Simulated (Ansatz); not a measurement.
# Al₃Cu₂: how the smearing width on a coarse mesh moves the results

These are results of DFT r2SCAN, scalar-relativistic, plane waves, PAW in Ansatz, not measurements.

```
CELL_PARAMETERS angstrom
4.09195 0.00000 0.00000
-2.04598 3.54373 0.00000
0.00000 0.00000 4.99278
ATOMIC_POSITIONS crystal
Al 0.00000 0.00000 0.00000
Al 0.33333 0.66667 0.34993
Al 0.66667 0.33333 0.65007
Cu 0.33333 0.66667 0.83951
Cu 0.66667 0.33333 0.16049
```

| Quantity | Value |
| --- | --- |
| plane-wave cutoff | 500 eV |
| Γ-centred k-mesh | 6×6×4 |
| spin treatment | unpolarised |

The atoms are held and the smearing width on a coarse mesh is swept. Energies are extrapolated to zero smearing and count from the reference run, 12×12×8 Γ-centred mesh, Gaussian smearing 0.1 eV. The cell isn't necessarily relaxed at this level. Pressure is positive in compression.

```tsv
rule, width (eV)	ΔE (meV/atom)	ΔF, free energy (meV/atom)	P (GPa)	largest change of a force component (eV/Å)
Gaussian 0.01	4.24	4.79	0.42	0.067
Gaussian 0.05	4.06	4.32	0.41	0.064
Gaussian 0.1	3.83	3.52	0.42	0.050
Gaussian 0.2	?	?	?	?
Gaussian 0.4	2.29	-6.45	0.65	0.009
```

(1) Fill in the withheld rows.

Results:

(1) The withheld rows:

```
rule, width (eV)  ΔE (meV/atom)  ΔF, free energy (meV/atom) P (GPa) largest change of a force component (eV/Å)
    Gaussian 0.2           3.48                        1.17     0.49                                       0.030
```

Cost: 5 runs of about 1.1 core-minutes in all, on Intel Xeon Processor @ 2.50GHz (Skylake/Cascade Lake) (shared hosts).